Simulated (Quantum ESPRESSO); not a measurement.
TePb, 2 atoms in the cell. Symmetry: Fm-3m, No. 225, cubic system. The conventional cell has a = 6.462 Å, b = 6.462 Å, c = 6.462 Å, α = 90.00°, β = 90.00°, γ = 90.00°. Pb (site symmetry m-3m) is surrounded by 6 Te at 3.23 Å. Around Te (site symmetry m-3m) lie 6 Pb at 3.23 Å. 

| Quantity | Value |
| --- | --- |
| Program | Quantum ESPRESSO 7.5 |
| Task | phonons |
| Functional | PBE |
| Potentials or basis | SG15 PBE 1.2 |
| Cutoff | 952 eV |
| Density cutoff | 3810 eV |
| k mesh | 6 × 6 × 6, shifted |
| Occupations | fermi-dirac, width 0.05 eV |
| Spin | no spin polarisation |
| Mixing beta | 0.5 |
| Most SCF iterations | 120 |
| SCF threshold | 4e-10 Ry |

Potentials or basis: SG15 PBE 1.2.

Run with:

```sh
$ OMP_NUM_THREADS=1 pw.x -in pw.in > pw.out
$ OMP_NUM_THREADS=1 pw.x -in relax.in > relax.out
$ OMP_NUM_THREADS=1 pw.x -in scf2.in > scf2.out
$ OMP_NUM_THREADS=1 ph.x -in ph.in > ph.out
$ OMP_NUM_THREADS=1 dynmat.x -in dynmat.in > dynmat.out
$ OMP_NUM_THREADS=1 dynmat.x -in dynmat_lo.in > dynmat_lo.out
```

Hardware: 1 thread of Arm Neoverse V1, on a shared host.

Question: How long does it take, and how much memory?

Answer: Wall time 24 min on 1 thread of Arm Neoverse V1 (shared host), peak memory 0.14 GiB. Counts: scf iterations 63, k pools 1, bands 22, ion steps 6, k points 28, g dense 35845.
